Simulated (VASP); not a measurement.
# Ni (Fm-3m) in VASP: further runs

One crystal, Ni, is run at these levels: r2SCAN, RPBE; tasks: single point.

Program: VASP 6.6.1. These are calculated values, not measurements. Logs are shortened: lines on timing, memory, paths and dates and some standing lists are left out, and cuts for length are marked.

## Step 1: Starting point

The structure is cubic, space group Fm-3m (No. 225). Conventional cell: a = 3.520 Å, b = 3.520 Å, c = 3.520 Å, α = 90.00°, β = 90.00°, γ = 90.00°. Ni (site symmetry m-3m) has 12 Ni at 2.49 Å as nearest neighbours.

The cell was built by a generator and needn't be a form met in nature.

## Step 2: Single point, r2SCAN, collinear spin, ferromagnetic start

Contents of INCAR:

```
ALGO = Normal
EDIFF = 1E-7
ENCUT = 520
ISIF = 2
ISMEAR = 1
ISPIN = 2
LASPH = T
LCHARG = F
LMAXMIX = 4
LMIXTAU = T
LORBIT = 11
LREAL = F
LWAVE = F
MAGMOM = 0.8
METAGGA = R2SCAN
NBANDS = 15
NELM = 120
PREC = Accurate
SIGMA = 0.1
```

Contents of KPOINTS:

```
k-points
0
Gamma
  31 31 31
```

Contents of POSCAR:

```
Ni
1.0
    0.0000000000      1.7600000000      1.7600000000
    1.7600000000      0.0000000000      1.7600000000
    1.7600000000      1.7600000000      0.0000000000
Ni
1
Direct
    0.0000000000      0.0000000000      0.0000000000
```

Potentials or basis: VASP PAW PBE potentials, release 64 (Ni).

Run with:

```sh
$ cat potpaw_PBE.64/Ni/POTCAR > POTCAR
$ mpirun -np 1 vasp_std > vasp.out
```

OUTCAR:

```text
EDIFF = 1E-7
   ENCUT = 520
   ISIF = 2
   ISMEAR = 1
   ISPIN = 2
   LASPH = T
   LORBIT = 11
   LREAL = F
   METAGGA = R2SCAN
   NELM = 120
   PREC = Accurate

 ion  position               nearest neighbor table
   1  0.000  0.000  0.000-

  LATTYP: Found a face centered cubic cell.
 ALAT       =     3.5200000000

  Lattice vectors:

 A1 = (   0.0000000000,   1.7600000000,   1.7600000000)
 A2 = (   1.7600000000,   0.0000000000,   1.7600000000)
 A3 = (   1.7600000000,   1.7600000000,   0.0000000000)

Analysis of symmetry for initial positions (statically):
=====================================================================
 Subroutine PRICEL returns:
 Original cell was already a primitive cell.

 Routine SETGRP: Setting up the symmetry group for a
 face centered cubic supercell.

 Subroutine GETGRP returns: Found 48 space group operations
 (whereof 48 operations were pure point group operations)
 out of a pool of 48 trial point group operations.

The static configuration has the point symmetry O_h .

Analysis of symmetry for dynamics (positions and initial velocities):
=====================================================================
 Subroutine PRICEL returns:
 Original cell was already a primitive cell.

 Routine SETGRP: Setting up the symmetry group for a
 face centered cubic supercell.

 Subroutine GETGRP returns: Found 48 space group operations
 (whereof 48 operations were pure point group operations)
 out of a pool of 48 trial point group operations.

The dynamic configuration has the point symmetry O_h .

Analysis of structural, dynamic, and magnetic symmetry:
=====================================================================
 Subroutine PRICEL returns:
 Original cell was already a primitive cell.

 Routine SETGRP: Setting up the symmetry group for a
 face centered cubic supercell.

 Subroutine GETGRP returns: Found 48 space group operations
 (whereof 48 operations were pure point group operations)
 out of a pool of 48 trial point group operations.

The overall configuration has the point symmetry O_h .

 Subroutine INISYM returns: Found 48 space group operations
 (whereof 48 operations are pure point group operations),
 and found     1 'primitive' translations

----------------------------------------------------------------------------------------

                                     Primitive cell

  volume of cell :      10.9036

  direct lattice vectors                    reciprocal lattice vectors
     0.000000000  1.760000000  1.760000000    -0.284090909  0.284090909  0.284090909
     1.760000000  0.000000000  1.760000000     0.284090909 -0.284090909  0.284090909
[... 125 lines left out ...]
  ext. energy  EPLUGINS =         0.00000000
  ---------------------------------------------------
  free energy    TOTEN  =       -11.93513795 eV

  energy without entropy =      -11.93521687  energy(sigma->0) =      -11.93516426

 E-fermi :   9.3092     XC(G=0): -14.3727

 val. band max:        9.3091959729   @ k =   0.4194   0.3548   0.0645
 cond. band min:       9.3094448828   @ k =  -0.3226   0.3226   0.0000
 fundamental gap:      0.0002489099
 Fermi energy:         9.3092277447

 spin component 1

 k-point     1 :       0.0000    0.0000    0.0000
  band No.  band energies     occupation
      1      -0.0994      1.00000
      2       6.3314      1.00000
      3       6.3315      1.00000
      4       6.3315      1.00000
      5       7.6250      1.00000
      6       7.6250      1.00000
      7      33.8127      0.00000
      8      37.9415      0.00000
      9      37.9415      0.00000
     10      37.9417      0.00000
     11      40.5482      0.00000
     12      40.5482      0.00000
     13      40.5482      0.00000
     14      44.0151      0.00000
[... 403 lines left out ...]
      4       6.6009      1.00000
      5       7.5910      1.00000
      6       7.7337      1.00000
      7      24.2357      0.00000
      8      33.5880      0.00000
      9      34.4277      0.00000
     10      37.0113      0.00000
     11      39.9139      0.00000
     12      42.2661      0.00000
     13      43.0204      0.00000
     14      46.7971      0.00000
     15      49.0220      0.00000

 [... further k-points ...]

 spin component 2

 k-point     1 :       0.0000    0.0000    0.0000
  band No.  band energies     occupation
      1      -0.3593      1.00000
      2       7.6995      1.00000
      3       7.6995      1.00000
      4       7.6996      1.00000
      5       8.3885      1.00000
      6       8.3885      1.00000
      7      33.5416      0.00000
      8      38.0529      0.00000
      9      38.0530      0.00000
     10      38.0530      0.00000
     11      40.8552      0.00000
     12      40.8552      0.00000
     13      40.8552      0.00000
     14      44.0989      0.00000
[... 403 lines left out ...]
      4       7.7517      1.00000
      5       8.6183      1.00000
      6       8.7466      1.00000
      7      24.4641      0.00000
      8      33.5182      0.00000
      9      34.6657      0.00000
     10      37.2399      0.00000
     11      40.0803      0.00000
     12      42.4762      0.00000
     13      43.2048      0.00000
     14      47.1796      0.00000
     15      49.4045      0.00000

 [... further k-points ...]

------------------------ aborting loop because EDIFF is reached ----------------------------------------

  FORCE on cell =-STRESS in cart. coord.  units (eV):
  Direction    XX          YY          ZZ          XY          YZ          ZX
  --------------------------------------------------------------------------------------
  -------------------------------------------------------------------------------------
  Total       -0.4648129     -0.4648129     -0.4648129     -0.0000000      0.0000000      0.0000000
  in kB      -68.3000093    -68.3000093    -68.3000093     -0.0000000      0.0000000      0.0000000
  external PRESSURE =     -68.3000093 kB  Pullay stress =       0.0000000 kB

 VOLUME and BASIS-vectors are now :
 -----------------------------------------------------------------------------
  energy-cutoff  :      520.00
  volume of cell :       10.90
      direct lattice vectors                 reciprocal lattice vectors
     0.000000000  1.760000000  1.760000000    -0.284090909  0.284090909  0.284090909
     1.760000000  0.000000000  1.760000000     0.284090909 -0.284090909  0.284090909
     1.760000000  1.760000000  0.000000000     0.284090909  0.284090909 -0.284090909

 POSITION                                       TOTAL-FORCE (eV/Angst)
 -----------------------------------------------------------------------------------
      0.00000      0.00000      0.00000         0.000000     -0.000000      0.000000
 -----------------------------------------------------------------------------------
    total drift:                                0.000000      0.000000      0.000000

  FREE ENERGIE OF THE ION-ELECTRON SYSTEM (eV)
  ---------------------------------------------------
  free  energy   TOTEN  =       -11.9351379499 eV

  energy  without entropy=      -11.9352168730  energy(sigma->0) =      -11.93516426

 total charge

# of ion       s       p       d       tot
------------------------------------------
    1        0.514   0.517   8.309   9.340

 magnetization (x)

# of ion       s       p       d       tot
------------------------------------------
    1       -0.010  -0.043   0.819   0.767
```

OSZICAR:

```text
N       E                     dE             d eps       ncg     rms          rms(c)
DAV:   1     0.267119084299E+02    0.26712E+02   -0.43305E+03 51656   0.883E+02
DAV:   2    -0.127012905040E+02   -0.39413E+02   -0.36537E+02 54287   0.167E+02
DAV:   3    -0.142973405637E+02   -0.15961E+01   -0.15846E+01 60944   0.335E+01
DAV:   4    -0.143065034766E+02   -0.91629E-02   -0.91610E-02 60319   0.243E+00
DAV:   5    -0.143065972629E+02   -0.93786E-04   -0.93785E-04 62956   0.219E-01    0.106E+01
DAV:   6    -0.125727294341E+02    0.17339E+01   -0.24688E+01 70681   0.553E+01    0.894E+00
DAV:   7    -0.119409012930E+02    0.63183E+00   -0.69375E+00 60639   0.229E+01    0.223E+00
DAV:   8    -0.119419991719E+02   -0.10979E-02   -0.63813E-02 62306   0.194E+00    0.159E+00
DAV:   9    -0.119336575952E+02    0.83416E-02   -0.57978E-02 71302   0.230E+00    0.488E-01
DAV:  10    -0.119353448698E+02   -0.16873E-02   -0.26320E-02 66247   0.137E+00    0.223E-01
DAV:  11    -0.119352006907E+02    0.14418E-03   -0.94173E-03 61038   0.961E-01    0.125E-01
DAV:  12    -0.119351270741E+02    0.73617E-04   -0.13467E-03 66379   0.372E-01    0.262E-02
DAV:  13    -0.119351316561E+02   -0.45820E-05   -0.35405E-05 65348   0.492E-02    0.170E-02
DAV:  14    -0.119351379978E+02   -0.63417E-05   -0.10795E-05 69776   0.209E-02    0.298E-03
DAV:  15    -0.119351378241E+02    0.17378E-06   -0.15399E-06 60598   0.733E-03    0.205E-03
DAV:  16    -0.119351380159E+02   -0.19187E-06   -0.44788E-07 51549   0.504E-03    0.117E-03
DAV:  17    -0.119351379499E+02    0.65995E-07   -0.52267E-08 35414   0.143E-03
   1 F= -.11935138E+02 E0= -.11935164E+02  d E =0.789231E-04  mag=     0.7427
```

Run time: 23 min. Hardware: 1 thread of Intel Xeon Platinum 8259CL at 2.50GHz (Skylake/Cascade Lake), shared host; peak memory 0.31 GiB.

What came out:

```yaml
Free_energy: -11.9351 eV
Pressure: -6.8 GPa
Band_gap_on_the_k_mesh: none (metal or under the smearing width)
Net_moment: 0.74 μB per cell
Site_moments: Ni +0.77 μB
Valence_electrons_inside_the_program's_atomic_spheres: Ni 9.34
```

Caveat: the PAW data sets were made with another functional, which shifts forces and pressure a little.

## Step 3: Single point, RPBE, collinear spin, ferromagnetic start

Contents of INCAR:

```
ALGO = Normal
EDIFF = 1E-7
ENCUT = 520
GGA = RP
ISIF = 2
ISMEAR = 1
ISPIN = 2
LASPH = T
LCHARG = F
LMAXMIX = 4
LORBIT = 11
LREAL = F
LWAVE = F
MAGMOM = 0.8
NBANDS = 15
NELM = 120
PREC = Accurate
SIGMA = 0.1
```

KPOINTS is that of step 2.

POSCAR is that of step 2.

Potentials or basis: VASP PAW PBE potentials, release 64 (Ni).

Run with:

```sh
$ cat potpaw_PBE.64/Ni/POTCAR > POTCAR
$ mpirun -np 1 vasp_std > vasp.out
```

Wall time 5 min (1 thread of Intel Xeon Platinum 8259CL at 2.50GHz (Skylake/Cascade Lake), shared host); peak memory 0.3 GiB.

Results (log left out):

* Free energy: -4.9476 eV
* Pressure: 5.4 GPa
* Band gap on the k mesh: none (metal or under the smearing width)
* Net moment: 0.65 μB per cell
* Site moments: Ni +0.66 μB
* Valence electrons inside the program's atomic spheres: Ni 9.30

Levels at points of the mesh, in eV from the Fermi level:
Spin up:
```csv
k point,band 2,band 3,band 4,band 5,band 6,band 7,band 8,band 9
"(0.00, 0.00, 0.00)",-2.47,-2.47,-2.47,-1.29,-1.29,23.65,27.56,27.56
```
Spin down:
| k point | band 1 | band 2 | band 3 | band 4 | band 5 | band 6 | band 7 | band 8 | band 9 | band 10 |
| --- | --- | --- | --- | --- | --- | --- | --- | --- | --- | --- |
| (0.00, 0.00, 0.00) | -9.06 | -1.67 | -1.67 | -1.67 | -0.69 | -0.69 | 23.45 | 27.52 | 27.52 | 27.52 |

Caveat: the PAW data sets were made with another functional, which shifts forces and pressure a little.
